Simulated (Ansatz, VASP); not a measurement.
**Two plane-wave programs on La**

File INCAR:

```
SYSTEM = La
PREC = Accurate
ENCUT = 520
EDIFF = 1E-6
ISMEAR = -1
SIGMA = 0.1
LREAL = .FALSE.
LASPH = .TRUE.
NELM = 60
ALGO = Normal
ISIF = 2
LWAVE = .FALSE.
LCHARG = .FALSE.
GGA = PE
NBANDS = 12
```

The input KPOINTS:

```
regular mesh
0
G
  8 8 8
  0 0 0
```

Contents of POSCAR:

```
La
1.0
    0.0000000000      2.6673646279      2.6673646279
    2.6673646279      0.0000000000      2.6673646279
    2.6673646279      2.6673646279      0.0000000000
La
1
Direct
    0.0000000000      0.0000000000      0.0000000000
```

Input for Ansatz:

```yaml
crystal:
  lattice:
    - [0.0, 2.667364627894748, 2.667364627894748]
    - [2.667364627894748, 0.0, 2.667364627894748]
    - [2.667364627894748, 2.667364627894748, 0.0]
  atoms:
    - { symbol: La, position: [0.0, 0.0, 0.0] }
basis:
  ecutwfc: 500.0
kpoints:
  mp_grid:
    grid: [8, 8, 8]
hamiltonian:
  xc: pbe
  pseudopotentials:
    kind: paw
scf:
  convergence:
    dr2_threshold: 1.0e-08
  occupations:
    method: fermi_dirac
output:
  stress: true
```

This isn't the form of La at room conditions, which is double hcp.

Alike in both runs: task single point; functional PBE; k mesh 8 × 8 × 8; no spin polarisation.

```csv
,VASP,Ansatz
version,VASP 6.6.1,Ansatz 0.2.0
potentials or method,"VASP PAW PBE potentials, release 64 (La)","plane waves, PAW"
plane-wave cutoff (eV),520,500
occupations,"fermi-dirac, width 0.1 eV",fermi-dirac
valence electrons in the cell,11,11
```

Ansatz gave:

* pressure (GPa): -0.8

Task: Which values does VASP return?

Result: Pressure (GPa): -0.7.

Ansatz warned: «stress_scf_threshold_loose».

The runs have no spin-orbit coupling, so splittings on La are missing.
